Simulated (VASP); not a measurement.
# Ge (P4_32_12) in VASP: a series of runs

The runs below take Ge through phonons, dielectric tensor, with LDA.

Everything below comes from runs of VASP 6.6.1. Logs are shortened: lines on timing, memory, paths and dates and some standing lists are left out, and cuts for length are marked.

### 1 The crystal as given

It takes space group P4_32_12 (No. 96, tetragonal). The conventional cell has a = 5.878 Å, b = 5.878 Å, c = 6.921 Å, α = 90.00°, β = 90.00°, γ = 90.00°. Ge (site symmetry 2) has 4 Ge at 2.46 to 2.47 Å as nearest neighbours. Ge (site symmetry 1) is surrounded by 4 Ge at 2.46 to 2.49 Å.

This isn't the form of Ge at room conditions, which is diamond.

### 2 Phonons, LDA

POSCAR

```
Ge
1.0
    5.8779006608      0.0000000000      0.0000000000
    0.0000000000      5.8779006608     -0.0000000000
    0.0000000000      0.0000000000      6.9213203521
  Ge
    12
Direct
     0.0884620545010346    0.0884620545010346    0.0000000000000000
     0.4115379454989654    0.5884620545010345    0.7500000000000000
     0.9115379454989655    0.9115379454989655    0.5000000000000000
     0.5884620545010345    0.4115379454989654    0.2500000000000000
     0.1717759287543555    0.3703515430858345    0.2554427740533324
     0.1296484569141655    0.6717759287543625    0.0054427740533324
     0.8282240712456375    0.6296484569141654    0.7554427740533324
     0.8703515430858346    0.3282240712456445    0.5054427740533324
     0.6717759287543625    0.1296484569141655    0.9945572259466676
     0.6296484569141654    0.8282240712456375    0.2445572259466676
     0.3282240712456445    0.8703515430858346    0.4945572259466676
     0.3703515430858345    0.1717759287543555    0.7445572259466676
```

INCAR.step1

```
PREC = Accurate
ENCUT = 600
EDIFF = 1E-8
ISMEAR = 0
SIGMA = 0.03
LREAL = False
LASPH = True
NELM = 80
ALGO = Normal
ISIF = 3
LWAVE = False
LCHARG = False
GGA = CA
KPAR = 4
IBRION = 2
NSW = 40
EDIFFG = -0.002
```

INCAR.step2

```
PREC = Accurate
ENCUT = 600
EDIFF = 1E-8
ISMEAR = 0
SIGMA = 0.03
LREAL = False
LASPH = True
NELM = 80
ALGO = Normal
ISIF = 2
LWAVE = False
LCHARG = False
GGA = CA
KPAR = 4
IBRION = 6
NFREE = 2
POTIM = 0.015
NSW = 1
```

KPOINTS

```
regular mesh
0
Gamma
  6 6 4
```

Potentials or basis: VASP PAW LDA potentials, release 64 (Ge_d).

Started as:

```sh
cat potpaw_LDA.64/Ge_d/POTCAR > POTCAR
cp INCAR.step1 INCAR
mpirun -np 4 vasp_std > vasp.out
cp CONTCAR POSCAR
cp INCAR.step2 INCAR
mpirun -np 4 vasp_std > vasp.out
```

OUTCAR:

```text
PREC = Accurate
   ENCUT = 600
   EDIFF = 1E-8
   ISMEAR = 0
   LREAL = False
   LASPH = True
   NELM = 80
   ISIF = 2
   GGA = CA
   IBRION = 6
   NFREE = 2
   POTIM = 0.015
   NSW = 1

 ion  position               nearest neighbor table
   1  0.088  0.088  0.000-   6 2.46   9 2.46   5 2.47  12 2.47
   2  0.412  0.588  0.750-   7 2.46  12 2.46  11 2.47   6 2.47
   3  0.912  0.912  0.500-   8 2.46  11 2.46  10 2.47   7 2.47
   4  0.588  0.412  0.250-  10 2.46   5 2.46   8 2.47   9 2.47
   5  0.172  0.370  0.256-   4 2.46   1 2.47   8 2.49   6 2.49
   6  0.130  0.672  0.006-   1 2.46   2 2.47   5 2.49   7 2.49
   7  0.828  0.630  0.756-   2 2.46   3 2.47   8 2.49   6 2.49
   8  0.870  0.328  0.506-   3 2.46   4 2.47   5 2.49   7 2.49
   9  0.672  0.130  0.994-   1 2.46   4 2.47  12 2.49  10 2.49
  10  0.630  0.828  0.244-   4 2.46   3 2.47  11 2.49   9 2.49
  11  0.328  0.870  0.494-   3 2.46   2 2.47  12 2.49  10 2.49
  12  0.370  0.172  0.744-   2 2.46   1 2.47  11 2.49   9 2.49

  LATTYP: Found a simple tetragonal cell.
 ALAT       =     5.8782184538
 C/A-ratio  =     1.1770463781

  Lattice vectors:

 A1 = (   5.8782184538,   0.0000000000,   0.0000000000)
 A2 = (   0.0000000000,   5.8782184538,   0.0000000000)
 A3 = (   0.0000000000,   0.0000000000,   6.9189357408)

Analysis of symmetry for initial positions (statically):
=====================================================================
 Subroutine PRICEL returns:
 Original cell was already a primitive cell.

 Routine SETGRP: Setting up the symmetry group for a
 simple tetragonal supercell.

 Subroutine GETGRP returns: Found  8 space group operations
 (whereof  2 operations were pure point group operations)
 out of a pool of 16 trial point group operations.

The static configuration has the point symmetry C_2 .
 The point group associated with its full space group is D_4 .

Analysis of symmetry for dynamics (positions and initial velocities):
=====================================================================
 Subroutine PRICEL returns:
 Original cell was already a primitive cell.

 Routine SETGRP: Setting up the symmetry group for a
 simple tetragonal supercell.

[... 315 lines left out ...]

 number of electron     167.9999856 magnetization

------------------------ aborting loop because EDIFF is reached ----------------------------------------
[... 87 lines left out ...]
--------------------------------------- Ionic step       11  -------------------------------------------

 number of electron     167.9999849 magnetization

 Free energy of the ion-electron system (eV)
  ---------------------------------------------------
  ext. energy  EPLUGINS =         0.00000000
  ---------------------------------------------------
  free energy    TOTEN  =       -60.96174250 eV

  energy without entropy =      -60.96174250  energy(sigma->0) =      -60.96174250

 E-fermi :   5.5216     XC(G=0): -11.0885

 val. band max:        5.3334144775   @ k =   0.3333   0.3333   0.0000
 cond. band min:       5.8278524527   @ k =  -0.3333   0.3333   0.0000
 fundamental gap:      0.4944379752
 Fermi energy:         5.5215524140

 k-point     1 :       0.0000    0.0000    0.0000
  band No.  band energies     occupation
      1     -19.1575      2.00000
      2     -19.1278      2.00000
      3     -19.1261      2.00000
      4     -19.1071      2.00000
      5     -19.1057      2.00000
      6     -19.1036      2.00000
[... 2365 lines left out ...]
     95       9.7816      0.00000
     96       9.7878      0.00000

 [... further k-points ...]

 [bands above 96 left out]

------------------------ aborting loop because EDIFF is reached ----------------------------------------

  FORCE on cell =-STRESS in cart. coord.  units (eV):
  Direction    XX          YY          ZZ          XY          YZ          ZX
  --------------------------------------------------------------------------------------
  -------------------------------------------------------------------------------------
  Total       -0.0396767      0.0983830      0.0982781     -0.0042637      0.0196389      0.0807512
  in kB       -0.2658980      0.6593255      0.6586226     -0.0285737      0.1316126      0.5411636
  external PRESSURE =       0.3506834 kB  Pullay stress =       0.0000000 kB
[... 27 lines left out ...]
  FREE ENERGIE OF THE ION-ELECTRON SYSTEM (eV)
  ---------------------------------------------------
  free  energy   TOTEN  =       -60.9617425041 eV

  energy  without entropy=      -60.9617425041  energy(sigma->0) =      -60.96174250

 INTERNAL STRAIN TENSORS FROM DISPLACED ATOMS
 ============================================

 INTERNAL STRAIN TENSOR FOR ION    1 for displacements in x,y,z  (eV/Angst):
          X           Y           Z          XY          YZ          ZX
  --------------------------------------------------------------------------------
  x    -6.59697     2.22664     4.97443     3.30832     0.08042    -3.34557
  y     2.22664    -6.59697     4.97443     3.30832     3.34560    -0.08042
  z    -2.50392     2.50392     0.00000     0.00000     4.60136     4.60136
[... 8 lines left out ...]
 INTERNAL STRAIN TENSOR FOR ION   12 for displacements in x,y,z  (eV/Angst):
          X           Y           Z          XY          YZ          ZX
  --------------------------------------------------------------------------------
  x     0.13482     1.15157    -2.06269    -1.44899     0.00518     6.97218
  y    -0.82396     6.00632    -4.83828     0.78914    -0.57239     0.08836
  z     5.37456    -3.70205     5.75345    -0.30058    -5.42629    -1.31605

 Eigenvectors and eigenvalues of the dynamical matrix
   1 f  =    8.618072 THz    54.148941 2PiTHz  287.467927 cm-1    35.641464 meV
   2 f  =    8.281890 THz    52.036651 2PiTHz  276.254124 cm-1    34.251131 meV
   3 f  =    8.164655 THz    51.300040 2PiTHz  272.343575 cm-1    33.766285 meV
   4 f  =    8.164655 THz    51.300040 2PiTHz  272.343575 cm-1    33.766285 meV
   5 f  =    8.048608 THz    50.570894 2PiTHz  268.472658 cm-1    33.286352 meV
   6 f  =    8.040790 THz    50.521771 2PiTHz  268.211873 cm-1    33.254019 meV
[... 25 lines left out ...]
  32 f  =    2.120143 THz    13.321251 2PiTHz   70.720355 cm-1     8.768203 meV
  33 f  =    1.472052 THz     9.249178 2PiTHz   49.102381 cm-1     6.087917 meV
  34 f/i=    0.004415 THz     0.027743 2PiTHz    0.147282 cm-1     0.018261 meV
  35 f/i=    0.004415 THz     0.027743 2PiTHz    0.147282 cm-1     0.018261 meV
  36 f/i=    0.017893 THz     0.112426 2PiTHz    0.596851 cm-1     0.074000 meV

 ELASTIC MODULI CONTR FROM IONIC RELAXATION (kBar)
 Direction    XX          YY          ZZ          XY          YZ          ZX
 --------------------------------------------------------------------------------
 XX        -344.0779    194.2865    -41.3280      0.0000     -0.0000      0.0000
 YY         194.2865   -344.0779    -41.3280      0.0000     -0.0000      0.0000
 ZZ         -41.3280    -41.3280   -573.4995      0.0000     -0.0000      0.0000
 XY           0.0000      0.0000     -0.0000    -64.6868      0.0000     -0.0000
 YZ          -0.0000     -0.0000     -0.0000     -0.0000   -266.1283     -0.0000
 ZX           0.0000      0.0000      0.0000      0.0000     -0.0000   -266.1293
 --------------------------------------------------------------------------------
```

OUTCAR.step1:

```text
PREC = Accurate
   ENCUT = 600
   EDIFF = 1E-8
   ISMEAR = 0
   LREAL = False
   LASPH = True
   NELM = 80
[... 2864 lines left out ...]
  -------------------------------------------------------------------------------------
  Total        0.0157813      0.0157813      0.0107068      0.0000000      0.0000000      0.0000000
  in kB        0.1057600      0.1057600      0.0717530      0.0000000      0.0000000      0.0000000
  external PRESSURE =       0.0944243 kB  Pullay stress =       0.0000000 kB
[... 27 lines left out ...]
  FREE ENERGIE OF THE ION-ELECTRON SYSTEM (eV)
  ---------------------------------------------------
  free  energy   TOTEN  =       -60.9628662190 eV

  energy  without entropy=      -60.9628662190  energy(sigma->0) =      -60.96286622

 reached required accuracy - stopping structural energy minimisation
```

It took 1.8 h on 4 MPI ranks of Intel Xeon Platinum 8488C (Sapphire Rapids), shared host; peak memory 2.2 GiB.

Results:

```yaml
Highest_phonon_frequency_at_Γ: 287 cm⁻¹
```

Phonon frequencies in cm⁻¹ (negative: imaginary):
| q point | frequencies |
| --- | --- |
| (0.000, 0.000, 0.000) | -1 0 0 49 71 71 77 77 80 82 82 84 93 128 145 145 181 181 186 188 207 208 217 217 223 224 241 241 267 267 268 268 272 272 276 287 |

(Part 1 of 2 ends here.)
